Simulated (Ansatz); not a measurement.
# Preparing HfO2 (P2_1/c) as a host crystal

Before any defect goes in: HfO2 (P2_1/c) at rest, and how it screens a charge.

Main program and level: Ansatz 0.2.0; plane-wave PAW DFT, r2SCAN; relaxation of the host's cell and atoms; PAW set soft_1, in the first sound run; inputs show where later runs differ.

Most raw output is cut from this account.

## 1. Starting point

Symmetry: P2_1/c, No. 14, monoclinic system. Conventional cell: a = 5.094 Å, b = 5.151 Å, c = 5.276 Å, α = 90.00°, β = 99.56°, γ = 90.00°. Hf has 7 O at 2.03 to 2.24 Å nearest. Nearest to O lie 4 Hf at 2.13 to 2.24 Å. O has 3 Hf at 2.03 to 2.13 Å nearest. Farther neighbours and most contacts between anions are not listed.

## 2. Host cell relaxation

Lattice and positions are set free, within the symmetry that the program keeps.

Contents of cell/input.yaml:

```yaml
crystal:
  lattice:
    - [5.094175, 0.0, 0.0]
    - [0.0, 5.1506447, 0.0]
    - [-0.876169, 0.0, 5.2029535]
  atoms:
    - { symbol: Hf, position: [0.27613578, 0.45806468, 0.70790733] }
    - { symbol: Hf, position: [0.72386422, 0.95806468, 0.79209267] }
    - { symbol: Hf, position: [0.72386422, 0.54193532, 0.29209267] }
    - { symbol: Hf, position: [0.27613578, 0.04193532, 0.20790733] }
    - { symbol: O, position: [0.44799782, 0.74252595, 0.97857799] }
    - { symbol: O, position: [0.55200218, 0.24252595, 0.52142201] }
    - { symbol: O, position: [0.55200218, 0.25747405, 0.02142201] }
    - { symbol: O, position: [0.44799782, 0.75747405, 0.47857799] }
    - { symbol: O, position: [0.06836078, 0.33075888, 0.34625278] }
    - { symbol: O, position: [0.93163922, 0.83075888, 0.15374722] }
    - { symbol: O, position: [0.93163922, 0.66924112, 0.65374722] }
    - { symbol: O, position: [0.06836078, 0.16924112, 0.84625278] }
basis:
  ecutwfc: 500
  xc_grid: 2
hamiltonian:
  xc: r2scan
  pseudopotentials: { kind: paw, azcp: { folder: soft_1 } }
kpoints:
  mp_grid: { grid: [6, 6, 6] }
scf:
  occupations: { method: fixed }
  max_iter: 100
relax:
  f_tol: 0.005
  max_steps: 60
  cell: {}
output:
  forces: true
  stress: true
checkpoint:
  write: "../cell.run"
  compress: false
  write_wavefunctions: false
  write_every: 100000
```

The run is started by

```console
> ansatz run input.yaml --threads 32 --pin off --max-ram 56524MiB --backend cuda --events-out ev --progress --plain --runs-dir out --max-vram 78GiB
```

Elapsed: 8.9 s, on 1 × NVIDIA GB200 with 32 threads of Arm Neoverse V2, shared host; peak memory 0.98 GiB; 35 s of CPU time.

Step by step:

```tsv
step	energy less that of the first step (eV)	largest force component (eV/Å)	pressure (GPa)	volume (Å³)
1	0.0000	0.0833	3.86	136.52
2	-0.0216	0.0283	-0.76	138.99
3	-0.0230	0.0221	-0.06	138.56
4	-0.0232	0.0074	0.05	138.51
5	-0.0234	0.0062	0.03	138.50
6	-0.0235	0.0018	0.00	138.46
7	-0.0247	0.0019	-0.01	138.46
```

The log counts 1 steps on a newly chosen plane-wave basis, not all of them marked here; energy and pressure can jump at such steps.

```tsv
cell as run	before	after	change
a (Å)	5.094	5.115	+0.4 %
b (Å)	5.151	5.181	+0.6 %
c (Å)	5.276	5.297	+0.4 %
β (°)	99.56	99.46	-0.1 %
volume (Å³/atom)	11.38	11.54	+1.4 %
```

The atoms that moved most (Å, as changes of fractional coordinates times the final cell):

```tsv
atom	dx	dy	dz	length
O11	-0.010	-0.014	0.010	0.020
O9	0.010	0.014	-0.010	0.020
O12	0.010	-0.014	-0.010	0.020
O10	-0.010	0.014	0.010	0.020
```

This step gave:

```yaml
pressure: -0.01023 GPa
```

The relaxation ends with a largest force component of 0.0019 eV/Å and a pressure of -0.01 GPa.

## 3. Dielectric tensors of the host

The response to a uniform electric field gives the electronic dielectric tensor.

This step: plane-wave PAW DFPT, PBEsol; dielectric tensors, Born charges and zone-centre modes of the host; PAW set soft_1 (Ansatz 0.2.0).

Contents of eps/input.yaml:

```yaml
crystal:
  lattice:
    - [5.1147252449, 0.0, 0.0043909604]
    - [0.0, 5.1813143374, 0.0]
    - [-0.8752188019, 0.0, 5.2238375711]
  atoms:
    - { symbol: Hf, position: [0.2761773384, 0.4581728403, 0.7082614185] }
    - { symbol: Hf, position: [0.7238226616, 0.9581728403, 0.7917385815] }
    - { symbol: Hf, position: [0.7238226616, 0.5418271597, 0.2917385815] }
    - { symbol: Hf, position: [0.2761773384, 0.0418271597, 0.2082614185] }
    - { symbol: O, position: [0.4479969725, 0.7423715742, 0.9784219222] }
    - { symbol: O, position: [0.5520030275, 0.2423715742, 0.5215780778] }
    - { symbol: O, position: [0.5520030275, 0.2576284258, 0.0215780778] }
    - { symbol: O, position: [0.4479969725, 0.7576284258, 0.4784219222] }
    - { symbol: O, position: [0.0699426689, 0.3334753591, 0.3442632163] }
    - { symbol: O, position: [0.9300573311, 0.8334753591, 0.1557367837] }
    - { symbol: O, position: [0.9300573311, 0.6665246409, 0.6557367837] }
    - { symbol: O, position: [0.0699426689, 0.1665246409, 0.8442632163] }
basis:
  ecutwfc: 420
hamiltonian:
  xc: pbesol
  pseudopotentials: { kind: paw, azcp: { folder: soft_1 }, xc_functional: pbe }
kpoints:
  mp_grid: { grid: [5, 5, 5] }
scf:
  occupations: { method: fixed }
  max_iter: 100
phonons:
  method: dfpt
  dielectric: true
  rigid_motions: translations
```

Wall time 24 s (1 × NVIDIA GB200 with 32 threads); peak memory 4.3 GiB.

Electronic dielectric tensor:

```
5.04 0.00 0.14
0.00 5.06 0.00
0.14 0.00 4.74
```

Static dielectric tensor:

```
21.35  0.00  1.58
 0.00 19.46  0.00
 1.58  0.00 15.71
```

The principal values of the electronic dielectric tensor are 4.68, 5.06 and 5.09. The principal values of the static dielectric tensor are 15.30, 19.46 and 21.76.

## 4. Primitive cell on a dense mesh

A dense mesh gives the host's converged energy, against which the supercell's sampling is tested.

This step: plane-wave PAW DFT, r2SCAN; single point of the host's primitive cell on a dense mesh; PAW set soft_1 (Ansatz 0.2.0).

dense/input.yaml, as its differences from eps/input.yaml of step 3:

```diff
@@ -19,14 +19,11 @@
 basis:
-  ecutwfc: 420
+  ecutwfc: 500
+  xc_grid: 2
 hamiltonian:
-  xc: pbesol
-  pseudopotentials: { kind: paw, azcp: { folder: soft_1 }, xc_functional: pbe }
+  xc: r2scan
+  pseudopotentials: { kind: paw, azcp: { folder: soft_1 } }
 kpoints:
-  mp_grid: { grid: [5, 5, 5] }
+  mp_grid: { grid: [6, 6, 6] }
 scf:
-  occupations: { method: fixed }
-  max_iter: 100
-phonons:
-  method: dfpt
-  dielectric: true
-  rigid_motions: translations
+  occupations: { method: fermi_dirac, width: 0.01 }
+  max_iter: 80
```

Wall time 2.1 s (1 × NVIDIA GB200 with 32 threads); peak memory 1 GiB; 6 s of CPU time.

## 5. Self-consistent run

This step: plane-wave PAW DFT, r2SCAN; single point of the defect-free supercell, a test of its k-points; PAW set soft_1 (Ansatz 0.2.0).

System of this step: HfO2 (P2_1/c). The cell holds 96 atoms: 32 Hf and 64 O. Its edges and angles: a = 10.229 Å, b = 10.363 Å, c = 10.593 Å, α = 90.0°, β = 99.5°, γ = 90.0°.

Contents of pristine.sampling/input.yaml:

```yaml
crystal:
  lattice:
    - [10.2294504898, 0.0, 0.0087819208]
    - [0.0, 10.3626286749, 0.0]
    - [-1.7504376039, 0.0, 10.4476751421]
  atoms:
    - { symbol: Hf, position: [0.1380886692, 0.2290864202, 0.3541307092] }
    - { symbol: Hf, position: [0.3619113308, 0.4790864202, 0.3958692908] }
    - { symbol: Hf, position: [0.3619113308, 0.2709135798, 0.1458692908] }
    - { symbol: Hf, position: [0.1380886692, 0.0209135798, 0.1041307092] }
    - { symbol: O, position: [0.2239984862, 0.3711857871, 0.4892109611] }
    - { symbol: O, position: [0.2760015138, 0.1211857871, 0.2607890389] }
    - { symbol: O, position: [0.2760015138, 0.1288142129, 0.0107890389] }
    - { symbol: O, position: [0.2239984862, 0.3788142129, 0.2392109611] }
    - { symbol: O, position: [0.0349713344, 0.1667376796, 0.1721316082] }
    - { symbol: O, position: [0.4650286656, 0.4167376796, 0.0778683918] }
    - { symbol: O, position: [0.4650286656, 0.3332623204, 0.3278683918] }
    - { symbol: O, position: [0.0349713344, 0.0832623204, 0.4221316082] }
    - { symbol: Hf, position: [0.1380886692, 0.2290864202, 0.8541307092] }
    - { symbol: Hf, position: [0.3619113308, 0.4790864202, 0.8958692908] }
    - { symbol: Hf, position: [0.3619113308, 0.2709135798, 0.6458692908] }
    - { symbol: Hf, position: [0.1380886692, 0.0209135798, 0.6041307092] }
    - { symbol: O, position: [0.2239984862, 0.3711857871, 0.9892109611] }
    - { symbol: O, position: [0.2760015138, 0.1211857871, 0.7607890389] }
    - { symbol: O, position: [0.2760015138, 0.1288142129, 0.5107890389] }
    - { symbol: O, position: [0.2239984862, 0.3788142129, 0.7392109611] }
    - { symbol: O, position: [0.0349713344, 0.1667376796, 0.6721316081] }
    - { symbol: O, position: [0.4650286656, 0.4167376796, 0.5778683919] }
    - { symbol: O, position: [0.4650286656, 0.3332623204, 0.8278683919] }
    - { symbol: O, position: [0.0349713344, 0.0832623204, 0.9221316082] }
    - { symbol: Hf, position: [0.1380886692, 0.7290864202, 0.3541307092] }
    - { symbol: Hf, position: [0.3619113308, 0.9790864202, 0.3958692908] }
    - { symbol: Hf, position: [0.3619113308, 0.7709135798, 0.1458692908] }
    - { symbol: Hf, position: [0.1380886692, 0.5209135798, 0.1041307092] }
    - { symbol: O, position: [0.2239984862, 0.8711857871, 0.4892109611] }
    - { symbol: O, position: [0.2760015138, 0.6211857871, 0.2607890389] }
[... 60 atom lines left out ...]
    - { symbol: O, position: [0.7760015138, 0.6288142129, 0.5107890389] }
    - { symbol: O, position: [0.7239984862, 0.8788142129, 0.7392109611] }
    - { symbol: O, position: [0.5349713344, 0.6667376796, 0.6721316081] }
    - { symbol: O, position: [0.9650286656, 0.9167376796, 0.5778683919] }
    - { symbol: O, position: [0.9650286656, 0.8332623204, 0.8278683919] }
    - { symbol: O, position: [0.5349713344, 0.5832623204, 0.9221316082] }
basis:
  ecutwfc: 500
  xc_grid: 2
hamiltonian:
  xc: r2scan
  pseudopotentials: { kind: paw, azcp: { folder: soft_1 } }
kpoints:
  mp_grid: { grid: [1, 1, 1], shift: [0.25, 0.25, 0.25] }
scf:
  occupations: { method: fermi_dirac, width: 0.01 }
  max_iter: 80
```

It took 1.8 s on 1 × NVIDIA GB200 with 32 threads; peak memory 1.3 GiB.

Numbers from this step:

| Quantity | Value |
| --- | --- |
| energy over dense mesh | -9.35e-5 eV/atom |

## 6. Defect free supercell relaxed from its symmetric sites

This cell, the one that will hold the defects, is built from the relaxed host. Its coarser k-points can move the atoms a little, so it is relaxed from the symmetric sites, as the reference for the test of stability.

This step: plane-wave PAW DFT, r2SCAN; relaxation of the defect-free supercell from its symmetric sites; PAW set soft_1 (Ansatz 0.2.0).

pristine.symmetric/input.yaml, as its differences from pristine.sampling/input.yaml of step 5:

```diff
@@ -54 +54,12 @@
   max_iter: 80
+output:
+  forces: true
+relax:
+  f_tol: 0.01
+  max_steps: 60
+  escape_saddle: false
+checkpoint:
+  write: "../pristine.symmetric.run"
+  compress: false
+  write_wavefunctions: false
+  write_every: 100000
```

Wall time 2.9 s (1 × NVIDIA GB200 with 32 threads); peak memory 1.4 GiB; 8.2 s of CPU time.

No atom moved by 0.005 Å in the relaxation.

## 7. Defect free supercell relaxed from displaced atoms

This step: plane-wave PAW DFT, r2SCAN; relaxation of the defect-free supercell from random displacements, a test of the host's stability; PAW set soft_1 (Ansatz 0.2.0).

pristine.rattled/input.yaml, as its differences from pristine.symmetric/input.yaml of step 6:

```diff
@@ -58,6 +58,6 @@
   f_tol: 0.01
-  max_steps: 60
-  escape_saddle: false
+  max_steps: 120
+  random_displacement: { amplitude: 0.08, seed: 2853 }
 checkpoint:
-  write: "../pristine.symmetric.run"
+  write: "../pristine.rattled.run"
   compress: false
```

Run time: 7 s. Hardware: 1 × NVIDIA GB200 with 32 threads; peak memory 1.4 GiB; 19 s of CPU time.

The steps of the relaxation:

```tsv
step	energy less that of the first step (eV)	largest force component (eV/Å)
1	0.0000	3.4727
2	-3.3907	1.7169
3	-5.1648	0.0403
4	-5.1648	0.0396
5	-5.1680	0.0052
```

The relaxation ends 54 meV an atom lower than the displaced start, with a largest force component of 0.0052 eV/Å.

## 8. What came out

```json
{"primitive cell vectors, lengths": "5.115, 5.181, 5.297 Å", "electronic dielectric constant": "principal values (4.68, 5.06, 5.09)", "static dielectric constant": "principal values (15.30, 19.46, 21.76)", "gap on the k-mesh of the response run (PBEsol)": "4.04 eV", "supercell relaxed in its symmetry less the displaced and relaxed one": "0.000 eV", "energy an atom at one point at (¼, ¼, ¼) less that on the dense mesh": "0.000 eV"}
```

**Reading.** Step 7: The energy fell by 5.168 eV from the randomly displaced start; the atoms end within 0.005 Å of the sites as typed, once the mean shift is taken out. The displaced cell ends within 0.01 eV of the symmetric one relaxed in its symmetry, so no lower structure shows in this supercell. The k-mesh can miss the band edges, so this gap is an upper bound at this level. All at zero temperature.

[Logs are printed without paths, hosts, clocks, repeated set-up lines and the standing remarks that a program may print on its own settings, such as how far it seeks lower states.]

[Hosts, paths, dates, database ids (printed as entryN), source tags and the programs' standing remarks are cut or masked in the printed files.]

[Runs of the host that timed out are not shown.]

[For some hosts the program warned that the k-mesh of the response run may be too coarse for force constants and the static dielectric constant; such warnings are not always shown.]
